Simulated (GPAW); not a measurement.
SnO2 (Cassiterite):

```
Sn O
1.0
     4.73800    0.00000    0.00000
     0.00000    4.73800    0.00000
     0.00000    0.00000    3.18650
Sn O
2 4
Direct
  0.50000 0.50000 0.50000
  0.00000 0.00000 0.00000
  0.80710 0.19290 0.50000
  0.19290 0.80710 0.50000
  0.30710 0.30710 0.00000
  0.69290 0.69290 0.00000
```

Program: GPAW 26.7.0. Alike in all runs: cell as given.

Question: Order these runs on this cell by their band gap on the k mesh, lowest first.
A. level GLLB-SC; potentials or basis the program's PAW data sets (release 1.2.1) made for this functional, pw; spin off; k mesh 5 × 5 × 7; cutoff (eV) 600; smearing fermi-dirac 0.01 eV
B. level r2SCAN; potentials or basis GPAW PAW data sets (gpaw-data 1.2.1), pw; spin SOC, no magnetisation; k mesh 4 × 4 × 5; cutoff (eV) 800; smearing fermi-dirac 0.05 eV; band path GXMGZRAZ,XR,MA; band points 60; spin axis theta (degrees) 90; spin axis phi (degrees) 0
C. level RPBE; potentials or basis the program's PAW data sets (release 1.2.1) made for this functional, pw; spin SOC, no magnetisation; k mesh 4 × 4 × 5; cutoff (eV) 800; smearing fermi-dirac 0.05 eV; band path GXMGZRAZ,XR,MA; band points 60; spin axis theta (degrees) 0; spin axis phi (degrees) 0
D. level LDA; potentials or basis the program's PAW data sets (release 1.2.1) made for this functional, pw; spin SOC, no magnetisation; k mesh 4 × 4 × 5; cutoff (eV) 800; smearing fermi-dirac 0.05 eV; band path GXMGZRAZ,XR,MA; band points 100; spin axis theta (degrees) 0; spin axis phi (degrees) 0

Answer: D (1.16 eV), C (1.40 eV), B (2.02 eV), A (2.49 eV).

Caveats: spin-orbit coupling was added after a scalar SCF, so levels and gaps hold it while energy, forces, pressure and moments don't (some runs); this program's spin-orbit splittings come out too wide for heavy elements (some runs); a model potential gives levels but no total energy (some runs); spin-orbit coupling is left out, which moves the levels of the heavy elements (some runs); an odd mesh through Γ misses points on the zone boundary, where band edges often lie (some runs).

Not every run made on this cell is shown here.
